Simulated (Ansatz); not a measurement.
# Bi2S: competing structures

These are results of DFT PBE, scalar-relativistic, plane waves, PAW in Ansatz, not measurements. All cells share a 420 eV cutoff and Γ-centred k meshes spaced at most about 0.3 Å⁻¹ (about 0.25 or finer for metals, 2π included). No spin polarisation.

Formation energies are uncorrected and refer to the elements' standard structures at the same level.

Temperature and zero-point effects are left out. The comparison covers the computed candidates alone. These runs have no spin–orbit coupling, which can matter for Bi. The reference form of S is held partly by dispersion forces, which this level lacks.

Invented guesses and database cells were relaxed alike, and ends that match in structure were merged. ΔE counts from the first row. Coordination counts S atoms around Bi (those within 1.25 times the shortest such distance or 1.15 times the sum of covalent radii, 1.27 where that leaves under three; a plus sign parts nearer from farther groups; the shortest distance is added where it exceeds 1.18 times the sum of covalent radii; a slash parts the counts of unlike sites). The ends were matched against large subsets of the Crystallography Open Database and the Materials Project, so a missing match doesn't prove that a structure is unreported.

```tsv
#	reached from	type and space group	atoms	Å³/atom	coordination	ΔE (meV/atom)	gap on mesh (eV)	in databases
1	a Materials Project cell	P2_1/c (No. 14)	12	30.2	Bi 1+2/2+1 from 3.3 Å	0	0.00	Materials Project
2	random cell	P6/mmm (No. 191)	6	30.5	Bi 4/12 from 4.6 Å	93	0.00	no match
3	ThSi2 type (I4_1/amd)	I4_1/amd (No. 141)	6	27.3	Bi 4 from 3.1 Å	188	0.00	no match
4	random cell	Cmmm (No. 65)	3	29.4	Bi 1+2	247	0.00	no match
5	random cell	P6/mmm (No. 191)	6	38.1	Bi 1	338	0.00	no match
```

The lowest: Space group P2_1/c (No. 14), monoclinic, a = 7.440 Å, b = 12.078 Å, c = 4.188 Å, β = 105.9°. Bi on its first site is surrounded by 2 Bi at 3.16 Å, 2 S at 3.28–3.35 Å, 2 Bi at 3.37 Å and 2 Bi at 3.68–3.78 Å; around Bi on its second site lie 1 S at 2.61 Å, 2 S at 2.97 Å, 2 Bi at 3.37 Å and 3 Bi at 3.72–3.78 Å; S is surrounded by 1 Bi at 2.61 Å, 2 Bi at 2.97 Å and 2 Bi at 3.28–3.35 Å. Its energy over the elements is −0.04 eV/atom. Whether it is stable depends on the other phases of the system, which aren't compared here. Materials Project cells can be hypothetical, and an observed structure of this formula, if there is one, may be missing.

```
Bi S
1.0
     7.43979    0.00000    0.00000
     0.00000   12.07775    0.00000
    -1.14678    0.00000    4.02754
Bi S
8 4
Direct
  0.01097 0.84794 0.01293
  0.98903 0.34794 0.48707
  0.98903 0.15206 0.98707
  0.01097 0.65206 0.51293
  0.37671 0.87736 0.69012
  0.62329 0.37736 0.80988
  0.62329 0.12264 0.30988
  0.37671 0.62264 0.19012
  0.33330 0.40825 0.16891
  0.66670 0.90826 0.33109
  0.66670 0.59174 0.83109
  0.33330 0.09174 0.66891
```

The second: Space group P6/mmm (No. 191), hexagonal, a = 6.994 Å, c = 4.323 Å. Bi on a site of symmetry mmm is surrounded by 4 S at 2.96 Å and 6 Bi at 3.50 Å; Bi on a site of symmetry 6/mmm is surrounded by 6 Bi at 3.50 Å; S is surrounded by 6 Bi at 2.96 Å. Counting S atoms around Bi, the first has Bi 1+2/2+1 from 3.3 Å and the second has Bi 4/12 from 4.6 Å. Cells relaxed within their symmetry can be saddle points.

```
Bi S
1.0
     6.99366    0.00000    0.00000
    -3.49683    6.05669    0.00000
     0.00000    0.00000    4.32261
Bi S
4 2
Direct
  0.50000 0.00000 0.00000
  0.00000 0.50000 0.00000
  0.50000 0.50000 0.00000
  0.00000 0.00000 0.00000
  0.33333 0.66667 0.50000
  0.66667 0.33333 0.50000
```

Some candidate types were left out of the draw beforehand, so a known form may be missing.
